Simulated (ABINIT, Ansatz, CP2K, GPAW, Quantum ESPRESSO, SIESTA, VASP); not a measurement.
# TiB2: programs and potentials compared

```
CELL_PARAMETERS angstrom
3.02920 0.00000 0.00000
-1.51460 2.62336 0.00000
0.00000 0.00000 3.22840
ATOMIC_POSITIONS crystal
Ti 0.00000 0.00000 0.00000
B 0.66667 0.33333 0.50000
B 0.33333 0.66667 0.50000
```

Alike in all runs: task single point; functional PBEsol; k mesh 10 × 10 × 8; occupations fermi-dirac, width 0.05 eV; no spin polarisation; no spin-orbit coupling. Pressure is positive in compression and, in plane waves, holds the error of the finite cutoff, which Ansatz's Pulay term estimates and takes out.

| program and potentials | plane-wave cutoff (eV) | notes | pressure (GPa) |
| --- | --- | --- | --- |
| Ansatz, Ansatz PAW | 420 | potentials made for PBE, which Ansatz adapts in part; Pulay term of +0.21 GPa included | -5.06 |
| GPAW, PAW data sets generated for this functional | 800 | - | -4.57 |
| CP2K, POTENTIAL_UZH Ti GTH-PBE-q12, B GTH-PBE-q3; TZVP-MOLOPT-PBE-GTH basis | - | atomic basis; potentials made for PBE | -3.96 |
| SIESTA, files PseudoDojo sr-pbesol-0.4.1-standard, DZP (energy shift 0.003 Ry; two zetas on semicore shells) | - | atomic basis | -2.14 |
| ABINIT, PseudoDojo NC SR PBEsol v0.4.1 standard | 1143 | - | -4.68 |
| VASP, PBE PAW files B, Ti_sv, 520 eV | 520 | potentials made for PBE | -4.71 |
| Quantum ESPRESSO, GBRV 1.5 PBEsol | 612 | - | -4.87 |
| Ansatz, all-electron LAPW, scalar-relativistic | - | - | -5.09 |

The pressure spans -5.09 (Ansatz, all-electron LAPW, scalar-relativistic) to -2.14 GPa (SIESTA, files PseudoDojo sr-pbesol-0.4.1-standard, DZP (energy shift 0.003 Ry; two zetas on semicore shells)), with all-electron results at -5.09. Rows in atomic bases carry the error of their basis and grid, which can be large.

Differences between rows come from potentials, basis sets and numerical settings, since the functional is the same but for its coding. Runs on potential files found faulty are left out.
